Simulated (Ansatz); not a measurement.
Structure search for MgSi₂N₂

All numbers below come from Ansatz 0.2.0, DFT PBE, scalar-relativistic, plane waves, PAW. All cells share a 420 eV cutoff and Γ-centred k meshes spaced at most about 0.3 Å⁻¹ (about 0.25 or finer for metals, 2π included). No spin polarisation.

The zero of energy is the elements' standard structures at the same level (N₂ as a molecule); no fitted shifts are applied.

These are static total energies at zero pressure. Larger cells and other orderings weren't all tried, so the list isn't exhaustive. Weakly bound directions are ill-defined at this level, which has no dispersion term (Immm, R-3m), and this can change margins and order among such cells. Kohn–Sham gaps at this level usually fall short of measured ones.

Invented guesses were relaxed alike, and ends that match in structure were merged. ΔE counts from the first row. Coordination counts N atoms around Mg and Si (those within 1.25 times the shortest such distance or 1.15 times the sum of covalent radii; the shortest distance is added where it is long for a bond). The ends were matched against large subsets of the Crystallography Open Database and the Materials Project, so a missing match doesn't prove that a structure is unreported.

```tsv
#	reached from	type and space group	atoms	Å³/atom	coordination	ΔE (meV/atom)	gap on mesh (eV)	in databases
1	random cell	Cmmm (No. 65)	5	14.8	Mg 4, Si 2	0	0.00	no match
2	random cell	P-3m1 (No. 164)	5	13.9	Mg 6, Si 1	314	0.00	no match
3	SrSi2Pd2 type (I4/mmm)	I4/mmm (No. 139)	5	14.7	Mg 8 from 3.5 Å, Si 4	508	0.00	no match
4	EuCo2Si2 type (I4/mmm)	I4/mmm (No. 139)	5	13.2	Mg 2, Si 4	661	0.00	no match
5	Nd2AlNi2 type (Immm)	Immm (No. 71)	5	12.9	Mg 4, Si 4	719	0.05	no match
6	random cell	P6/mmm (No. 191)	5	12.6	Mg 6 from 2.7 Å, Si 2	779	0.00	no match
7	random cell	R-3m (No. 166)	5	22.2	Mg 2, Si 1	968	1.82	no match
```

The lowest: Space group Cmmm (No. 65), orthorhombic, a = 3.346 Å, b = 8.126 Å, c = 5.428 Å. Mg has 4 N at 2.19 Å; Si is surrounded by 2 N at 1.78 Å and 3 Si at 2.33–2.44 Å; N has 2 Si at 1.78 Å and 2 Mg at 2.19 Å. Its energy over the elements is −0.43 eV/atom. It lies below the elements, which doesn't yet make it stable against other compounds or structures. An observed structure of this formula, if there is one, may be missing.

Space group Cmmm (No. 65). a = 3.346 Å, b = 8.126 Å, c = 5.428 Å, α = 90.00°, β = 90.00°, γ = 90.00°
| atom | site | symmetry | x | y | z |
| --- | --- | --- | --- | --- | --- |
| Mg | 2c | mmm | 0.5000 | 0.0000 | 0.5000 |
| Si | 4i | m2m | 0.5000 | 0.3501 | 0.0000 |
| N | 4k | mm2 | 0.0000 | 0.0000 | 0.2401 |

The second: Space group P-3m1 (No. 164), trigonal, a = 3.389 Å, c = 6.976 Å. Mg has 6 N at 2.26 Å; Si is surrounded by 1 N at 1.62 Å and 3 Si at 2.44 Å; N is surrounded by 1 Si at 1.62 Å and 3 Mg at 2.26 Å. Counting N atoms around Mg and Si, the first has Mg 4, Si 2 and the second has Mg 6, Si 1. The first and the second both hold Si–Si nets. Shaken at random and relaxed again, row 2 came back. Cells without such a test can be saddle points. Some structure types and database cells were kept out of the candidates from the start, so a known form may be missing.

The Cmmm cell is clearly the lowest found, yet only it and the P-3m1 cell lie below the elements. Both keep Si–Si nets because the composition is too poor in nitrogen to oxidise all the silicon to Si(IV). The number of Si–N contacts alone doesn't order the energies: the cells with four N around Si lie higher, so bond geometry and the Si–Si bonding that remains must matter too.

Neither low-energy network is electron-precise. With ordinary two-centre bonds and filled N lone pairs, each would need two more electrons per formula unit than are available, which fits the missing gap. In P-3m1 the short Si–N contact of 1.62 Å suggests some multiple-bond character. In Cmmm, silicon has five neighbours and Mg lies in a plane of four N, both unusual for these elements.

The composition equals MgSiN₂ plus Si, a pair that offers tetrahedral Si in both phases and satisfies normal valences. Decomposition into these is therefore probably favourable, and the negative energy over the elements doesn't argue against it.
